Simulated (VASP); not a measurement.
The system is AlN.

```
Al N
1.0
     0.00000    2.10184    1.96181
     2.10184    0.00000    1.96181
     2.10184    2.10184    0.00000
Al N
1 1
Direct
  0.00000 0.00000 0.00000
  0.50000 0.50000 0.50000
```

The cell was built by a generator and needn't be a form met in nature.

The cell isn't the ideal one: epitaxial_xy strain +4.1%.

Base run:

| Quantity | Value |
| --- | --- |
| Program | VASP 6.6.1 |
| Functional | r2SCAN |
| Potentials or basis | VASP PAW PBE potentials, release 64 (Al, N) |
| Cutoff | 520 eV |
| k mesh | 10 × 10 × 10 |
| Occupations | gaussian, width 0.01 eV |
| Spin | no spin polarisation |

Its results: band gap on the k mesh 4.54 eV, indirect (least direct gap 5.57 eV); pressure -11.5 GPa.

The run is repeated on the same cell with these changes: functional from r2SCAN to PBE; occupations from gaussian, width 0.01 eV to fermi-dirac, width 0.02 eV. What comes out?

Band gap on the k mesh 3.69 eV, indirect (least direct gap 4.78 eV); pressure -4.7 GPa.

Caveats: the PAW data sets were made with another functional, which shifts forces and pressure a little (some runs).

A k mesh can miss the band edges.
